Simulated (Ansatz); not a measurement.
AgCl, pressure series

Start from AgCl in the rock salt structure (space group Fm-3m, No. 225; a = 5.447 Å).

Cell and atoms are relaxed at each pressure.

Level of theory: Kohn–Sham DFT with the PBEsol functional, run in Ansatz (a first-principles code) with PAW and 420 eV plane waves, no spin-orbit coupling.

| case | shortest interatomic distance | width of the top valence band | band gap | density |
|---|---|---|---|---|
| base | 272.4 pm | 2.56 eV | 0.72 eV | 5.89 g/cm³ |
| pressure −2 GPa | … | … | 0.73 eV | … |
| pressure −1 GPa | 274.1 pm | 2.48 eV | 0.73 eV | 5.78 g/cm³ |
| pressure 0.9 GPa | 271.0 pm | 2.62 eV | 0.73 eV | 5.98 g/cm³ |
| pressure 2.1 GPa | 269.3 pm | 2.70 eV | 0.73 eV | 6.09 g/cm³ |
| pressure 4.5 GPa | 266.4 pm | 2.85 eV | 0.74 eV | 6.30 g/cm³ |
| pressure 9 GPa | 262.0 pm | 3.08 eV | 0.76 eV | 6.62 g/cm³ |
| pressure 15 GPa | 257.4 pm | 3.33 eV | 0.81 eV | 6.98 g/cm³ |
| pressure 22.5 GPa | 253.0 pm | 3.59 eV | 0.87 eV | 7.35 g/cm³ |
| pressure 30 GPa | 249.4 pm | 3.81 eV | 0.94 eV | 7.67 g/cm³ |

### Question
Some entries are withheld; estimate them.

### Answer

- pressure −2 GPa, shortest interatomic distance: 276.0 pm
- pressure −2 GPa, width of the top valence band: 2.39 eV
- pressure −2 GPa, density: 5.66 g/cm³

Load acts through the strain it causes; cell and atoms are relaxed under it. Stability against distortions was not tested. Competing high-pressure phases were not computed.
